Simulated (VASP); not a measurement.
Write the native input for VASP 6.6.1 that does the following.

```yaml
Task: vibrations by finite differences
Functional: PBE
Potentials_or_basis: VASP PAW PBE potentials, release 64 (W_sv, C)
Cutoff: 520 eV
k_mesh: 18 × 18 × 14
Occupations: gaussian, width 0.1 eV
Spin: collinear spin, ferromagnetic start
Starting_moments: "[1, 0] μB"
Ions_in_elastic_constants: relaxed
Further_INCAR_settings: ALGO = Fast; EDIFF = 1e-08; NBANDS = 20; IBRION = 6; POTIM = 0.015; NSW = 1; ISIF = 3
```

The structure of WC lies in POSCAR:

```
WC                                      
1.0
    2.9241738502      0.0000000000      0.0000000000
   -1.4620869251      2.5324088433      0.0000000000
    0.0000000000      0.0000000000      2.8499633368
  W               C             
     1     1
Direct
     0.0000000000000000    0.0000000000000000    0.0000000000000000
     0.6666666699999979    0.3333333300000021    0.5000000000000000
```

The input as run:

INCAR

```
SYSTEM = WC
ALGO = Fast
EDIFF = 1E-8
ENCUT = 520
GGA = PE
IBRION = 6
ISIF = 3
ISMEAR = 0
ISPIN = 2
LASPH = .TRUE.
LCHARG = .FALSE.
LMAXMIX = 4
LORBIT = 11
LREAL = .FALSE.
LWAVE = .FALSE.
MAGMOM = 1 0
NBANDS = 20
NELM = 150
NFREE = 2
NSW = 1
POTIM = 0.015
PREC = Accurate
SIGMA = 0.1
```

KPOINTS

```
k-points
0
G
  18 18 14
  0 0 0
```

Potentials or basis: VASP PAW PBE potentials, release 64 (W_sv, C).

Command:

```console
$ cat potpaw_PBE.64/W_sv/POTCAR potpaw_PBE.64/C/POTCAR > POTCAR
$ mpirun -np 1 vasp_std > vasp.out
```

Results of the run:

- Net moment: 0.00 μB per cell
- Valence electrons inside the program's atomic spheres: W 12.13; C 2.41
- Voigt bulk modulus: 387 GPa
- Highest phonon frequency at Γ: 598 cm⁻¹

Caveat: elastic constants of metals need much finer meshes, so these are rough.

Run time: 54 min on 1 thread of Intel(R) Xeon(R) 6975P-C (Granite Rapids), with other jobs on the host, peak memory 1.6 GiB.
